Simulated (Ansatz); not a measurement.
## BaS, space group Fm-3m: the levels without and with spin-orbit coupling

Run with the Python package of Ansatz (0.2.0).

`bas.py`
```python
from dataclasses import dataclass

import ansatz as az


@dataclass(frozen=True)
class RunConfig:
    dispersion: str = 'd4'
    cutoff_ev: int = 420


cfg = RunConfig()

lattice = az.Lattice.of(
    (0.0, 3.19375, 3.19375),
    (3.19375, 0.0, 3.19375),
    (3.19375, 3.19375, 0.0),
)
sites = [
    ('Ba', (0.0, 0.0, 0.0)),
    ('S', (0.5, 0.5, 0.5)),
]
bas = az.Crystal(lattice=lattice)
for symbol, position in sites:
    bas = bas.atom(symbol, position)

model = (
    bas.calculation()
    .occupations(az.OccupationsMethod.FIXED)
    .functional(az.Functional.PBESOL, dispersion=cfg.dispersion)
    .basis(cfg.cutoff_ev)
    .kpoints(3, shift=0.5)
    .accuracy('low')
    .band_table()
)
for label, variant in (('scalar-relativistic', model), ('spin-orbit', model.spin(soc=True))):
    r = variant.run(threads=1, pin='off').report
    zero = r['band_edges_ev'][0] if r.get('band_edges_ev') else r['fermi_energy_ev']
    near = [round(e - zero, 3) for e in r['eigenvalues_ev'][0] if abs(e - zero) < 4]
    print(label)
    print('  band edges (eV):', [round(e, 3) for e in r.get('band_edges_ev') or []] or 'none reported')
    print('  levels at k =', r['kpoints_frac'][0], 'within 4 eV of the zero:', near)
```

```console
$ python bas.py
DeckWarning: crystal.symmetry: narrowed to the stabiliser of the k-point mesh — unitary ops 48 → 12; excluded 36 operations that carry a point of the 3×3×3 mesh (shift [0.5, 0.5, 0.5]) off the mesh [...]
scalar-relativistic
  band edges (eV): [5.35, 8.386]
  levels at k = [0.16666666666666666, 0.16666666666666666, 0.16666666666666666] within 4 eV of the zero: [-0.325, -0.0, 0.0]
DeckWarning: crystal.symmetry: narrowed to the stabiliser of the k-point mesh — unitary ops 48 → 12, anti-unitary 48 → 12; excluded 72 operations that carry a point of the 3×3×3 mesh (shift [0.5, [...]
spin-orbit
  band edges (eV): [5.385, 8.386]
  levels at k = [0.16666666666666666, 0.16666666666666666, 0.16666666666666666] within 4 eV of the zero: [-0.368, -0.368, -0.064, -0.064, 0.0, 0.0]
```
(Warnings from the package without file and line, shortened.)

What to keep in mind:
- These settings explore the input space; cutoff and mesh may be short of convergence.
- The computed bands are complete only to about 4.8 eV above the Fermi level.
- Energy and stress may still move on a finer k-point mesh.
- This mesh misses the zone centre, where many direct gaps lie, so the gap can be several times too large.
- The structure is a deposited one; some such entries were measured under pressure or heat, so a shift against it needn't be the functional's error alone.
- Levels are Kohn-Sham eigenvalues on this mesh.
- With spin-orbit coupling each level holds one electron and, with inversion or at time-reversal points, comes in pairs; a window in energy can cut a split set.
- Timing: 1.9 s on 1 thread of Intel(R) Xeon(R) 6975P-C (Granite Rapids), on a shared host, peak memory 0.49 GiB.

(Lines on the test bed's own set-up are left out of the output.)
